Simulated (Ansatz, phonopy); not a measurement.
# BeS (F-43m): a volume series of phonon spectra, part 2 of 2

Wanted: mode Grüneisen parameters of BeS and a free-energy fit over volumes.

Experimental results on record:
- heat capacity C_P per formula unit 34.2 J/mol/K and bulk modulus 105 GPa near room temperature (given in “High-Throughput Prediction of Finite-Temperature Properties using the Quasi-Harmonic Approximation”, 2016, arXiv:1603.06924)

Ansatz 0.2.0; DFT LDA, scalar-relativistic, plane waves, PAW.

So far. Step 10 (Single point at a scaled cell, V/V0 1.03): The run ends at a pressure of -2.86 GPa. Step 11 (Lattice dynamics at this volume, V/V0 1.03): No mode is imaginary beyond numerical noise at the solved wavevectors. The highest zone-centre mode (no LO–TO term) moved by -4.2 % for a volume change of +3.0 %.

The database entry behind the starting cell differs from later determinations by our own check (0.1 to 0.3 % short, probably kX units), so it need not match the best structure at ambient conditions.

## Step 12: A cell at another volume, V/V0 0.97

The cell differs from the one that the last finished run ended in (a 3.425 → 3.357 Å, b 3.425 → 3.357 Å, c 3.425 → 3.357 Å).

The input, input.yaml:

```yaml
crystal:
  lattice:
    - [0.0, 2.373975525, 2.373975525]
    - [2.373975525, 0.0, 2.373975525]
    - [2.373975525, 2.373975525, 0.0]
  atoms:
    - { symbol: Be, position: [0.0, 0.0, 0.0] }
    - { symbol: S, position: [0.25, 0.25, 0.25] }
kpoints:
  mp_grid: { grid: [8, 8, 8] }
hamiltonian:
  xc: lda
scf:
  occupations: { method: fixed }
output:
  forces: true
  stress: true
  eigenvalues: true
```

Started as:

```
$ ansatz run input.yaml --threads 4 --pin off --max-ram 8192MiB --backend cpu --events-out ev --progress --plain --runs-dir out
```

Wall time 0.29 s (4 threads of Arm Neoverse V2, shared host); peak memory 0.26 GiB.

The run ends at a pressure of 3.29 GPa.

## Step 13: Phonons, V/V0 0.97

input.yaml, the sections that differ from step 12:

```yaml
output:
  eigenvalues: true
phonons:
  method: dfpt
  dielectric: true
  rigid_motions: translations
  qmesh: [4, 4, 4]
  temperatures: { t_max: 1000, t_step: 50 }
  qpath:
    path:
      - [[0.0, 0.0, 0.0], [-0.5, -0.5, 0.0], [-0.375, -0.375, 0.25]]
      - [[-0.375, 0.0, 0.375], [0.0, 0.0, 0.0], [0.0, 0.0, 0.5], [-0.5, -0.25, 0.25], [-0.5, -0.5, 0.0]]
    npoints: 10
# crystal, kpoints, hamiltonian, scf: as in step 12
```

It took 17 s on 4 threads; peak memory 0.57 GiB.

No mode is imaginary beyond numerical noise at the solved wavevectors. The highest zone-centre mode (no LO–TO term) moved by +4.4 % for a volume change of -3.0 %.

## Step 14: Single point at a scaled cell, V/V0 1.05

The cell differs from the one that the last finished run ended in (a 3.357 → 3.447 Å, b 3.357 → 3.447 Å, c 3.357 → 3.447 Å).

input.yaml, the sections that differ from step 13:

```yaml
crystal:
  lattice:
    - [0.0, 2.4375232048, 2.4375232048]
    - [2.4375232048, 0.0, 2.4375232048]
    - [2.4375232048, 2.4375232048, 0.0]
  atoms:
    - { symbol: Be, position: [0.0, 0.0, 0.0] }
    - { symbol: S, position: [0.25, 0.25, 0.25] }
output:
  forces: true
  stress: true
  eigenvalues: true
# kpoints, hamiltonian, scf: as in step 13
# phonons: removed
```

Elapsed: 0.29 s, on 4 threads; peak memory 0.26 GiB.

The run ends at a pressure of -4.55 GPa.

## Step 15: Lattice dynamics at this volume, V/V0 1.05

The same q-mesh and k-mesh are kept at every volume, so that much of their error can cancel in the differences.

input.yaml, the sections that differ from step 14:

```yaml
output:
  eigenvalues: true
phonons:
  method: dfpt
  dielectric: true
  rigid_motions: translations
  qmesh: [4, 4, 4]
  temperatures: { t_max: 1000, t_step: 50 }
  qpath:
    path:
      - [[0.0, 0.0, 0.0], [-0.5, -0.5, 0.0], [-0.375, -0.375, 0.25]]
      - [[-0.375, 0.0, 0.375], [0.0, 0.0, 0.0], [0.0, 0.0, 0.5], [-0.5, -0.25, 0.25], [-0.5, -0.5, 0.0]]
    npoints: 10
# crystal, kpoints, hamiltonian, scf: as in step 14
```

Run time: 18 s. Hardware: 4 threads; peak memory 0.58 GiB; 66 s of CPU time.

LO-TO term included. The phonon branches at the labelled points (cm⁻¹):

```csv
point,branch 1,branch 2,branch 3,branch 4,branch 5,branch 6
Γ,0,0,0,552,552,648
halfway,171,171,249,518,518,646
X,232,232,358,492,492,644
halfway,230,253,350,495,495,628
U,221,291,330,500,502,595
jump to K,221,291,330,500,502,595
halfway,146,199,258,533,537,607
Γ,0,0,0,552,552,648
halfway,124,124,245,538,538,627
L,164,164,357,531,531,597
halfway,206,246,340,510,529,574
W,269,280,318,500,525,560
halfway,250,250,343,496,500,612
X,232,232,358,492,492,644
```

No mode is imaginary beyond numerical noise at the solved wavevectors. The highest zone-centre mode (no LO–TO term) moved by -6.8 % for a volume change of +5.0 %.

## Step 16: How the modes move with volume

This step: DFT LDA, scalar-relativistic, plane waves, PAW (phonopy 4.10.0).

This step gave:

```
share of modes with a negative Grüneisen parameter : 0.114
```

Mean Grüneisen, by row:

```csv
T (K),heat-capacity-weighted mean,root mean square
50,0.197,0.375
100,0.321,0.561
200,0.655,0.915
300,0.797,1.034
500,0.882,1.099
800,0.912,1.121
```

Mean mode Grueneisen parameter against wavenumber:

```csv
wavenumber (cm⁻¹),mean mode Grueneisen parameter
11,-
34,0.37
57,0.425
79,0.324
102,0.32
125,0.306
147,0.156
170,0.054
193,0.0854
215,0.098
238,0.195
261,0.351
283,0.458
306,0.855
329,0.965
352,0.96
374,0.97
397,-
420,-
442,-
465,-
488,-
510,-
533,1.83
556,1.72
578,1.58
601,1.14
624,1.1
646,1.04
669,0.992
```

Volume series, by row:

```csv
V/V0,V (Å³/atom),pressure (GPa),E - E0 (meV/atom),gap (eV),zero-point energy (meV/atom),lowest on the path (cm⁻¹),highest at Gamma without the LO-TO term (cm⁻¹)
0.97,13.38,3.292,4.144,2.753,80.15,0,618.9
0.985,13.59,1.585,1.008,2.79,78.75,0,605.7
1,13.79,-0.003,0,2.825,77.39,0,592.9
1.015,14,-1.482,0.969,2.858,76.05,0,580.4
1.03,14.21,-2.859,3.785,2.89,74.74,0,568.2
1.05,14.48,-4.548,10.19,2.93,73.04,0,552.4
```

The optical frequency at Gamma without the LO-TO term, mode 4 by V/V0:

```csv
V/V0,"optical frequency at Gamma without the LO-TO term, mode 4 (cm⁻¹)"
0.9700,619
0.9850,606
1.0000,593
1.0150,580
1.0300,568
1.0500,552
```

Grüneisen at points, by row:

```csv
point,branch,frequency (cm⁻¹),mode Grüneisen parameter
Γ,4,592.9,1.42
Γ,6,679.8,0.97
X,1,229.5,-0.29
X,3,377.5,1.08
X,4,540.9,1.85
X,6,674.6,0.96
U,1,219.9,-0.19
U,2,293.6,0.16
U,3,348.4,1.08
U,4,547.3,1.76
U,5,548.4,1.77
U,6,628,1.11
K,1,219.9,-0.19
K,2,293.6,0.16
K,3,348.4,1.08
K,4,547.3,1.76
K,5,548.4,1.77
K,6,628,1.11
L,1,162.3,-0.33
L,3,374.6,0.95
L,4,575.4,1.59
L,6,630.2,1.11
W,1,271.8,0.14
W,2,281.8,0.15
W,3,335.9,1.08
W,4,547.9,1.82
W,5,572,1.71
W,6,591.4,1.1
```

## Step 17: Free-energy fit

This step gave:

```yaml
volume_expansion_coefficient_at_300_k: 17.74 1e-6/K
isothermal_bulk_modulus_at_300_k: 98.21 GPa
c_p_at_300_k: 17.99 J/mol-atom/K
grueneisen_parameter_at_300_k: 0.818
```

Table of energy (each curve on its own zero) by volume; values in meV/atom:

```csv
volume (Å³/atom),static,F at 0 K,F at 300 K,F at 900 K
13.379,4.14,7.6,8.27,12.9
13.586,1.01,3.07,3.5,6.38
13.793,0,0.7,0.87,1.93
14.000,0.97,0.33,0.23,-0.55
14.207,3.78,1.84,1.46,-1.2
14.483,10.2,6.54,5.75,0.57
```

Phonopy-qha, vinet fit of F(V) at each temperature; no electronic free energy. Qha vinet, by row:

```csv
T (K),fitted volume (Å³/atom),alpha_V (1e-6/K),B_T (GPa),C_P (J/mol-atom/K),Grueneisen
100,13.94,2.34,99.66,5.379,0.3606
150,13.94,6.22,99.46,9.572,0.5413
200,13.94,10.71,99.13,13.14,0.6785
250,13.95,14.64,98.7,15.92,0.7645
300,13.96,17.74,98.21,17.99,0.8181
350,13.98,20.11,97.69,19.51,0.8529
400,13.99,21.94,97.14,20.65,0.8767
450,14.01,23.37,96.58,21.51,0.8939
500,14.03,24.52,96.01,22.17,0.9067
550,14.04,25.46,95.42,22.7,0.9168
600,14.06,26.24,94.84,23.12,0.9249
650,14.08,26.92,94.24,23.47,0.9317
700,14.1,27.51,93.64,23.76,0.9375
750,14.12,28.04,93.04,24.01,0.9425
800,14.14,28.52,92.44,24.22,0.9471
850,14.16,28.97,91.83,24.4,0.9512
```

The volume expansion coefficient, phonopy-qha, Vinet by temperature:

```csv
temperature (K),"volume expansion coefficient, phonopy-qha, Vinet (1e-6/K)"
75,1.09
100,2.34
125,4.1
150,6.22
175,8.48
225,12.8
250,14.6
275,16.3
300,17.7
325,19.0
350,20.1
375,21.1
400,21.9
425,22.7
450,23.4
500,24.5
525,25.0
550,25.5
575,25.9
600,26.2
625,26.6
650,26.9
675,27.2
700,27.5
725,27.8
775,28.3
800,28.5
825,28.8
850,29.0
875,29.2
```

The fit gives a volume expansion of 17.7 × 10⁻⁶/K at 300 K.

## Step 18: Outcome

| Property | Result |
| --- | --- |
| volume expansion coefficient at 300 K | 17.74 1e-6/K |
| isothermal bulk modulus at 300 K | 98.21 GPa |
| C_P at 300 K | 17.99 J/mol-atom/K |
| Grüneisen parameter at 300 K | 0.818 |
| mean mode Grüneisen parameter at 300 K | 0.797 |

What this shows: Near room temperature BeS expands by 17.7 × 10⁻⁶/K in volume by LDA, with C_P = 18.0 J/(mol K) per mole of atoms and B_T = 98.2 GPa. C_P at room temperature is 72 % of the classical 3R an atom, so the stiffest modes are still partly frozen out. A measured bulk modulus near room temperature is 105 GPa (arXiv:1603.06924); the calculated 98.2 GPa differs by -6 %. The table does not say whether its value is isothermal or adiabatic. A measured heat capacity per formula unit near room temperature is 34.2 J/mol/K (arXiv:1603.06924); the calculated 36.0 J/mol/K differs by +5 %. The heat-capacity-weighted Grüneisen parameter goes from 0.197 at 50 K to 0.912 at 800 K; 11 % of the modes stiffen on expansion. Weighting γ by the density of states and each mode's heat capacity at 300 K, modes below 220 cm⁻¹ give about 4 % of the sum of γC that drives the expansion, those up to 450 cm⁻¹ 26 % and the rest 70 %. Among the labelled points γ is largest for branch 4 at X (541 cm⁻¹, 1.9) and most negative for branch 1 at L (162 cm⁻¹, -0.33). The interpolation has no quadrupole term, so branches near the zone centre are less sure, since this crystal has sites that are not centres of inversion. The PAW files were made for PBE and are used here under another functional, for which the program regenerates the frozen cores.

[Logs are printed without paths, hosts, clocks, repeated set-up lines and the standing remarks that a program may print on its own settings, such as how far it seeks lower states.]

[Hosts, paths, dates, database ids (printed as entryN), source tags and the programs' standing remarks are cut or masked in the printed files.]

[A step with changed settings may run another functional than the one named; its input shows which.]

[Of the runs on displaced cells, only some may be shown.]
